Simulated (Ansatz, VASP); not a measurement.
# CoSi in VASP and in Ansatz

File INCAR:

```
SYSTEM = CoSi
PREC = Accurate ; ENCUT = 520
EDIFF = 1E-6 ; ISMEAR = 0
SIGMA = 0.1 ; LREAL = .FALSE.
LASPH = .TRUE. ; NELM = 150
ALGO = Fast ; ISIF = 2
LWAVE = .FALSE. ; LCHARG = .FALSE.
ISPIN = 2 ; MAGMOM = 3 0
LORBIT = 11 ; LMAXMIX = 4
GGA = PE ; NBANDS = 18
```

The input KPOINTS:

```
regular mesh
0
G
  6 6 6
  0 0 0
```

File POSCAR:

```
CoSi
1.0
    2.7813340000      0.0000000000      0.0000000000
    0.0000000000      2.7813340000      0.0000000000
    0.0000000000      0.0000000000      2.7813340000
Co Si
1 1
Direct
    0.0000000000      0.0000000000      0.0000000000
    0.5000000000      0.5000000000      0.5000000000
```

Input for Ansatz:

```yaml
crystal:
  lattice:
    - [2.781334, 0.0, 0.0]
    - [0.0, 2.781334, 0.0]
    - [0.0, 0.0, 2.781334]
  atoms:
    - { symbol: Co, position: [0.0, 0.0, 0.0], spin: 3.0 }
    - { symbol: Si, position: [0.5, 0.5, 0.5] }
basis:
  ecutwfc: 420
kpoints:
  mp_grid: { grid: [6, 6, 6] }
hamiltonian:
  xc: pbe
scf:
  occupations: { method: gaussian, width: 0.1 }
  lower_state_search: "off"
output:
  forces: true
  stress: true
  eigenvalues: true
  populations: true
magnetization:
  spin_polarized: true
```

Measurements of this composition are mostly on another form, of space group No. 198.

Alike in both runs: task single point; functional PBE; k mesh 6 × 6 × 6; occupations gaussian, width 0.1 eV; collinear spin.

|  | VASP | Ansatz |
| --- | --- | --- |
| version | VASP 6.6.1 | Ansatz 0.2.0 |
| potentials or method | VASP PAW PBE potentials, release 64 (Co, Si) | scalar-relativistic, plane waves, PAW |
| plane-wave cutoff (eV) | 520 | 420 |
| valence electrons in the cell | 13 | 21 |

|  | VASP | Ansatz | Ansatz less VASP |
| --- | --- | --- | --- |
| gap on the k mesh at the Fermi level (eV) | none | none | - |
| pressure (GPa) | 1.0 | 1.1 | +0.11 |
| net moment per atom (μB) | 0.36 | 0.36 | 0.000 |
| size of the moment on the site where the two differ most (μB) | 0.73 | 0.74 | +0.012 |

Site moments also hang on the region over which each program counts them. A gap of «none» marks a metal or a gap that the smearing closes. The two sets of potentials don't hold the same shells in valence.

Caveats: the k mesh is coarse (spacing up to 0.38 Å⁻¹), so the values aren't converged.
